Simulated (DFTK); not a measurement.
MoSe2: equation of state with PBEsol

The system is MoSe2.

```xyz
6
Lattice="3.2880 0.0000 0.0000 -1.6440 2.8475 0.0000 0.0000 0.0000 12.9000" Properties=species:S:1:pos:R:3 pbc="T T T"
Mo    1.6440    0.9492    9.6750
Mo    0.0000    1.8983    3.2250
Se    1.6440    0.9492    4.8375
Se    0.0000    1.8983   11.2875
Se    1.6440    0.9492    1.6125
Se    0.0000    1.8983    8.0625
```

```yaml
Program: DFTK 0.8.2
Task: equation of state
Functional: PBEsol
Potentials_or_basis: SG15 1.2 (PBE)
Cutoff: 952 eV
k_mesh: 5 × 5 × 1
Occupations: fermi-dirac, width 0.05 eV
Spin: no spin polarisation
```

The equilibrium volume is 20.81 Å³/atom and the bulk modulus at fixed shape and positions is 127 GPa. The pressure derivative of the bulk modulus is 4.4.

Energy against volume, from the lowest point:
| volume (Å³/atom) | energy (meV/atom) |
| --- | --- |
| 18.922 | 80.27 |
| 19.324 | 47.73 |
| 19.727 | 24.31 |
| 20.129 | 9.08 |
| 20.532 | 1.22 |
| 20.935 | 0.00 |
| 21.337 | 4.75 |

Run time: 11 min on 1 thread of Intel(R) Xeon(R) Platinum 8488C (Sapphire Rapids), on a shared host, peak memory 2 GiB.

Caveat: the k mesh is coarse (spacing up to 0.49 Å⁻¹), so the values aren't converged; the cell was scaled at fixed shape and fractional positions, which overstates the stiffness of a crystal with free parameters, most of all of layers and chains; the potentials were made for another functional, which shifts forces and pressure; this functional lacks dispersion, which binds the layers, so the pressure and a relaxed spacing across them are unreliable.
